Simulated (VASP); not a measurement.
# Na in VASP: a series of runs, part 2 of 2

VASP 6.6.1. The steps go on from the part before.

### Step 3. Single point, PBE

File INCAR:

```
ALGO = Fast ; DIPOL = 0.5 0.5 0.500
EDIFF = 1E-7 ; ENCUT = 600
GGA = PE ; IDIPOL = 3
ISIF = 2 ; ISMEAR = -1
LASPH = True ; LCHARG = False
LDIPOL = True ; LREAL = False
LWAVE = False ; NBANDS = 18
NELM = 80 ; PREC = Accurate
SIGMA = 0.05
```

File KPOINTS:

```
k-points
0
Gamma
  8 8 1
```

File POSCAR:

```
Na
1.0
    3.7670009976      0.0000000000      0.0000000000
   -1.8835004988      3.2623185600      0.0000000000
    0.0000000000      0.0000000000     21.1540000000
Na
3
Direct
    0.3333333333      0.6666666666      0.3545428761
    0.6666666667      0.3333333334      0.5000000000
    0.3333333333      0.6666666666      0.6454571239
```

Potentials or basis: VASP PAW PBE potentials, release 54 (Na_pv).

Started as:

```sh
$ cat potpaw_PBE.54/Na_pv/POTCAR > POTCAR
$ mpirun -np 1 vasp_std > vasp.out
```

OUTCAR:

```text
EDIFF = 1E-7
   ENCUT = 600
   GGA = PE
   ISIF = 2
   ISMEAR = -1
   LASPH = True
   LREAL = False
   NELM = 80
   PREC = Accurate

 ion  position               nearest neighbor table
   1  0.333  0.667  0.355-
   2  0.667  0.333  0.500-
   3  0.333  0.667  0.645-

  LATTYP: Found a hexagonal cell.
 ALAT       =     3.7670009976
 C/A-ratio  =     5.6156077510

  Lattice vectors:

 A1 = (   3.7670009976,   0.0000000000,   0.0000000000)
 A2 = (  -1.8835004988,   3.2623185600,   0.0000000000)
 A3 = (   0.0000000000,   0.0000000000,  21.1540000000)

Analysis of symmetry for initial positions (statically):
=====================================================================
 Subroutine PRICEL returns:
 Original cell was already a primitive cell.

 Routine SETGRP: Setting up the symmetry group for a
 hexagonal supercell.

 Subroutine GETGRP returns: Found 12 space group operations
 (whereof 12 operations were pure point group operations)
 out of a pool of 24 trial point group operations.

The static configuration has the point symmetry D_3h.

Analysis of symmetry for dynamics (positions and initial velocities):
[... 155 lines left out ...]
 fundamental gap:      0.1857199655
 Fermi energy:        -1.5014335097

 k-point     1 :       0.0000    0.0000    0.0000
  band No.  band energies     occupation
      1     -26.5442      2.00000
      2     -26.5435      2.00000
      3     -26.5145      2.00000
      4     -26.5145      2.00000
      5     -26.5145      2.00000
      6     -26.5145      2.00000
[... 187 lines left out ...]
      5     -26.5281      2.00000
      6     -26.5281      2.00000
[... 10 lines left out ...]
     17       2.4689      0.00000
     18       3.2060      0.00000

------------------------ aborting loop because EDIFF is reached ----------------------------------------

 vacuum level on the upper side and lower side of the slab       (xc-potential included)        -0.260        -0.260

  FORCE on cell =-STRESS in cart. coord.  units (eV):
  Direction    XX          YY          ZZ          XY          YZ          ZX
  --------------------------------------------------------------------------------------
  -------------------------------------------------------------------------------------
  Total       -0.1687584     -0.1687584     -0.2550923      0.0000000     -0.0000000      0.0000000
  in kB       -1.0400671     -1.0400671     -1.5721478      0.0000000     -0.0000000      0.0000000
  external PRESSURE =      -1.2174273 kB  Pullay stress =       0.0000000 kB

 VOLUME and BASIS-vectors are now :
 -----------------------------------------------------------------------------
  energy-cutoff  :      600.00
  volume of cell :      259.96
      direct lattice vectors                 reciprocal lattice vectors
     3.767000998  0.000000000  0.000000000     0.265463163  0.153265229  0.000000000
    -1.883500499  3.262318560  0.000000000     0.000000000  0.306530457  0.000000000
     0.000000000  0.000000000 21.154000000     0.000000000  0.000000000  0.047272383

 POSITION                                       TOTAL-FORCE (eV/Angst)
 -----------------------------------------------------------------------------------
     -0.00000      2.17488      7.50000        -0.000000     -0.000000      0.040238
      1.88350      1.08744     10.57700         0.000000      0.000000      0.000000
     -0.00000      2.17488     13.65400        -0.000000     -0.000000     -0.040238
 -----------------------------------------------------------------------------------
    total drift:                                0.000000      0.000000     -0.000000

  FREE ENERGIE OF THE ION-ELECTRON SYSTEM (eV)
  ---------------------------------------------------
  free  energy   TOTEN  =        -3.6078560118 eV

  energy  without entropy=       -3.5821018646  energy(sigma->0) =       -3.59497894

 vacuum level on the upper side and lower side of the slab         1.217         1.217
```

OSZICAR:

```text
N       E                     dE             d eps       ncg     rms          rms(c)
DAV:   1     0.134364308427E+03    0.13436E+03   -0.10844E+04   448   0.980E+02
DAV:   2     0.266498802925E+01   -0.13170E+03   -0.13056E+03   364   0.273E+02
DAV:   3    -0.366347284596E+01   -0.63285E+01   -0.63230E+01   458   0.781E+01
DAV:   4    -0.377344894797E+01   -0.10998E+00   -0.10996E+00   402   0.108E+01
DAV:   5    -0.377650102632E+01   -0.30521E-02   -0.30520E-02   436   0.179E+00    0.716E-01
RMM:   6    -0.363754929057E+01    0.13895E+00   -0.10434E-02   382   0.715E-01    0.378E-01
RMM:   7    -0.360956121879E+01    0.27988E-01   -0.12990E-02   442   0.791E-01    0.190E-01
RMM:   8    -0.361048736229E+01   -0.92614E-03   -0.40002E-03   412   0.399E-01    0.103E-01
RMM:   9    -0.360712894412E+01    0.33584E-02   -0.30413E-03   424   0.356E-01    0.548E-02
RMM:  10    -0.360787967467E+01   -0.75073E-03   -0.52712E-04   445   0.200E-01    0.188E-02
RMM:  11    -0.360770167955E+01    0.17800E-03   -0.29060E-04   435   0.969E-02    0.107E-02
RMM:  12    -0.360773911641E+01   -0.37437E-04   -0.48001E-05   472   0.580E-02    0.679E-03
RMM:  13    -0.360773879713E+01    0.31928E-06   -0.31584E-05   455   0.293E-02    0.434E-03
RMM:  14    -0.360775382525E+01   -0.15028E-04   -0.12445E-05   435   0.194E-02    0.268E-03
RMM:  15    -0.360781141243E+01   -0.57587E-04   -0.90498E-06   448   0.114E-02    0.248E-03
RMM:  16    -0.360784662948E+01   -0.35217E-04   -0.27842E-06   425   0.969E-03    0.176E-03
RMM:  17    -0.360785591918E+01   -0.92897E-05   -0.10122E-06   375   0.525E-03    0.587E-04
RMM:  18    -0.360785601178E+01   -0.92603E-07   -0.15324E-07   347   0.269E-03
   1 F= -.36078560E+01 E0= -.35949789E+01  d E =-.257541E-01
```

stdout:

```text
POSCAR found type information on POSCAR Na
 POSCAR found :  1 types and       3 ions
 scaLAPACK will be used
 LDA part: xc-table for (Slater+PW92), standard interpolation
 POSCAR, INCAR and KPOINTS ok, starting setup
 FFT: planning ... GRIDC
 FFT: planning ... GRID_SOFT
 FFT: planning ... GRID
 WAVECAR not read
 entering main loop
```

It took 95 s on 1 thread of Intel Xeon Platinum 8259CL at 2.50GHz (Skylake/Cascade Lake), shared host; peak memory 0.39 GiB.

Results:

```
Free energy            : -3.6079 eV
Largest force          : 0.040 eV/Å
Band gap on the k mesh : none (metal or under the smearing width)
```

Forces on the atoms (eV/Å):
```
Na   0.000  0.000  0.040
Na   0.000  0.000  0.000
Na   0.000  0.000 -0.040
```

Levels at points of the mesh, in eV from the Fermi level:
| k point | band 8 | band 9 | band 10 | band 11 | band 12 | band 13 | band 14 | band 15 |
| --- | --- | --- | --- | --- | --- | --- | --- | --- |
| (0.00, 0.00, 0.00) | -24.86 | -24.86 | -2.88 | -2.05 | -0.70 | 0.69 | 2.09 | 3.05 |
| (0.50, 0.00, 0.00) | -24.87 | -24.86 | 0.57 | 0.70 | 1.23 | 1.71 | 2.71 | 2.92 |

### Step 4. Single point, PBE

INCAR: that of step 3 with these lines changed.

```diff
@@ -6,3 +6,3 @@
 LDIPOL = True ; LREAL = False
-LWAVE = False ; NBANDS = 18
+LWAVE = False ; NBANDS = 8
 NELM = 80 ; PREC = Accurate
```

KPOINTS is that of step 3.

POSCAR is that of step 3.

Potentials or basis: VASP PAW PBE potentials, release 54 (Na).

Started as:

```sh
$ cat potpaw_PBE.54/Na/POTCAR > POTCAR
$ mpirun -np 1 vasp_std > vasp.out
```

Wall time 53 s (1 thread of Intel Xeon Platinum 8259CL at 2.50GHz (Skylake/Cascade Lake), shared host); peak memory 0.37 GiB.

Results (log left out):

| Item | Value |
| --- | --- |
| Free energy | -3.5927 eV |
| Largest force | 0.042 eV/Å |
| Band gap on the k mesh | none (metal or under the smearing width) |

Forces on the atoms (eV/Å):
```
Na   0.000  0.000  0.042
Na   0.000  0.000  0.000
Na   0.000  0.000 -0.042
```

Levels at points of the mesh, in eV from the Fermi level:
| k point | band 1 | band 2 | band 3 | band 4 | band 5 | band 6 | band 7 |
| --- | --- | --- | --- | --- | --- | --- | --- |
| (0.00, 0.00, 0.00) | -2.88 | -2.05 | -0.70 | 0.69 | 2.10 | 3.05 | 3.18 |
| (0.50, 0.00, 0.00) | 0.57 | 0.71 | 1.23 | 1.71 | 2.71 | 2.92 | 4.06 |

### Step 5. Single point, PBE

File INCAR:

```
  ALGO = Fast
  DIPOL = 0.5 0.5 0.500
  EDIFF = 1E-7
  ENCUT = 600
  GGA = PE
  IDIPOL = 3
  ISIF = 2
  ISMEAR = -1
  LASPH = T
  LCHARG = F
  LDIPOL = T
  LREAL = F
  LWAVE = F
  NBANDS = 18
  NELM = 80
  NELMDL = 0
  PREC = Accurate
  SIGMA = 0.05
```

File KPOINTS:

```
k-points
0
Monkhorst-Pack
  8 8 1
```

POSCAR is that of step 4.

Potentials or basis: VASP PAW PBE potentials, release 64 (Na_pv).

Started as:

```sh
$ cat potpaw_PBE.64/Na_pv/POTCAR > POTCAR
$ mpirun -np 1 vasp_std > vasp.out
```

OUTCAR:

```text
EDIFF = 1E-7
   ENCUT = 600
   GGA = PE
   ISIF = 2
   ISMEAR = -1
   LASPH = T
   LREAL = F
   NELM = 80
   NELMDL = 0
   PREC = Accurate

 ion  position               nearest neighbor table
   1  0.333  0.667  0.355-
   2  0.667  0.333  0.500-
   3  0.333  0.667  0.645-

  LATTYP: Found a hexagonal cell.
 ALAT       =     3.7670009976
 C/A-ratio  =     5.6156077510

  Lattice vectors:

 A1 = (   3.7670009976,   0.0000000000,   0.0000000000)
[... 612 lines left out ...]
  Direction    XX          YY          ZZ          XY          YZ          ZX
  --------------------------------------------------------------------------------------
  -------------------------------------------------------------------------------------
  Total       -0.2905599     -0.2905599     -0.0856425      0.0000000      0.0000000      0.0000000
  in kB       -1.7907366     -1.7907366     -0.5278193      0.0000000      0.0000000      0.0000000
  external PRESSURE =      -1.3697642 kB  Pullay stress =       0.0000000 kB

 VOLUME and BASIS-vectors are now :
 -----------------------------------------------------------------------------
  energy-cutoff  :      600.00
  volume of cell :      259.96
      direct lattice vectors                 reciprocal lattice vectors
     3.767000998  0.000000000  0.000000000     0.265463163  0.153265229  0.000000000
    -1.883500499  3.262318560  0.000000000     0.000000000  0.306530457  0.000000000
     0.000000000  0.000000000 21.154000000     0.000000000  0.000000000  0.047272383

 POSITION                                       TOTAL-FORCE (eV/Angst)
 -----------------------------------------------------------------------------------
     -0.00000      2.17488      7.50000         0.000000      0.000000      0.012812
      1.88350      1.08744     10.57700        -0.000000      0.000000      0.000000
     -0.00000      2.17488     13.65400         0.000000      0.000000     -0.012812
 -----------------------------------------------------------------------------------
    total drift:                                0.000000      0.000000     -0.000000

  FREE ENERGIE OF THE ION-ELECTRON SYSTEM (eV)
  ---------------------------------------------------
  free  energy   TOTEN  =        -3.6296303075 eV

  energy  without entropy=       -3.6171914137  energy(sigma->0) =       -3.62341086

 vacuum level on the upper side and lower side of the slab         1.268         1.268
```

stdout:

```text
POSCAR found type information on POSCAR Na
 POSCAR found :  1 types and       3 ions
 scaLAPACK will be used
 LDA part: xc-table for (Slater+PW92), standard interpolation
 POSCAR, INCAR and KPOINTS ok, starting setup
 FFT: planning ... GRIDC
 FFT: planning ... GRID_SOFT
 FFT: planning ... GRID
 WAVECAR not read
 WARNING: random wavefunctions but no delay for mixing, default for NELMDL
 entering main loop
```

Run time: 2.9 min. Hardware: 1 thread of Intel Xeon Platinum 8259CL at 2.50GHz (Skylake/Cascade Lake), shared host; peak memory 0.41 GiB.

What came out:

```
Free energy   : -3.6296 eV
Largest force : 0.013 eV/Å
```

Forces in eV/Å, atoms in the order of the input:
```
Na   0.000  0.000  0.013
Na   0.000  0.000  0.000
Na   0.000  0.000 -0.013
```

Levels at points of the mesh, in eV from the Fermi level:
| k point | band 8 | band 9 | band 10 | band 11 | band 12 | band 13 | band 14 | band 15 |
| --- | --- | --- | --- | --- | --- | --- | --- | --- |
| (0.06, 0.06, 0.00) | -24.95 | -24.95 | -2.80 | -1.96 | -0.60 | 0.79 | 2.22 | 3.18 |

### Step 6. Summary

```csv
potentials or basis,monkhorst-Pack mesh,other keys,gap on the mesh (eV),largest force (eV/Å)
"VASP PAW PBE potentials, release 64 (Na_sv_GW)",-,-,none,0.04
"VASP PAW PBE potentials, release 54 (Na_pv)",-,-,none,0.04
"VASP PAW PBE potentials, release 54 (Na)",-,-,none,0.04
"VASP PAW PBE potentials, release 64 (Na_pv)",yes,shifted = yes; NELMDL = 0,-,0.01
```

Alike in all rows: task single point; level PBE; no spin polarisation; cell as given; k mesh 8 × 8 × 1; cutoff (eV) 600; smearing fermi-dirac 0.05 eV.

Absolute energies hang on the potentials; compare differences alone.
